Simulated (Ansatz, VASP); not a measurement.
## One calculation of HfC, two programs

The input INCAR:

```
PREC = Accurate
ENCUT = 520
EDIFF = 1E-8
ISMEAR = -1
SIGMA = 0.08
LREAL = F
LASPH = T
NELM = 80
ALGO = Normal
ISIF = 2
LWAVE = F
LCHARG = F
GGA = PE
LEFG = T
NBANDS = 14
```

File KPOINTS:

```
regular mesh
0
Gamma
  11 11 11
```

Contents of POSCAR:

```
HfC
1.0
    0.0000000000      2.4709741679      2.4709741679
    2.4709741679      0.0000000000      2.4709741679
    2.4709741679      2.4709741679      0.0000000000
Hf C
1 1
Direct
    0.0000000000      0.0000000000      0.0000000000
    0.2500000000      0.2500000000      0.2500000000
```

Input for Ansatz:

```yaml
crystal:
  lattice:
    - [0.0, 2.4709741679, 2.4709741679]
    - [2.4709741679, 0.0, 2.4709741679]
    - [2.4709741679, 2.4709741679, 0.0]
  atoms:
    - { symbol: Hf, position: [0.0, 0.0, 0.0] }
    - { symbol: C, position: [0.25, 0.25, 0.25] }
kpoints:
  mp_grid: { grid: [11, 11, 11] }
scf:
  occupations: { method: fermi_dirac, width: 0.08 }
hamiltonian:
  xc: pbe
  pseudopotentials: { kind: paw }
output:
  forces: true
  stress: true
  eigenvalues: true
  efg: { contact_densities: true }
```

Change from the starting cell: volume scaled by 0.9405, PAW files.

Alike in both runs: task electric field gradients; functional PBE; k mesh 11 × 11 × 11; occupations fermi-dirac, width 0.08 eV; no spin polarisation.

|  | VASP | Ansatz |
| --- | --- | --- |
| version | VASP 6.6.1 | Ansatz 0.2.0 |
| potentials or method | VASP PAW PBE potentials, release 64 (Hf_pv, C) | PAW with Ansatz's default frozen-core files, scalar-relativistic |
| plane-wave cutoff (eV) | 520 | 420 |
| valence electrons in the cell | 14 | 30 |

```tsv
	VASP	Ansatz	Ansatz less VASP
pressure (GPa)	10.5	10.7	+0.21
Vzz of the field gradient on the site that differs most (V/Å²)	0.0	0.0	0.00
```

With one functional, cell and mesh, what is left measures potentials, basis and numerics. The two sets of potentials don't hold the same shells in valence. Ansatz warned: «gradients_without_spin_orbit».

Caveats: spin-orbit coupling is left out, which moves the levels of the heavy elements; an odd mesh through Γ misses points on the zone boundary, where band edges often lie.
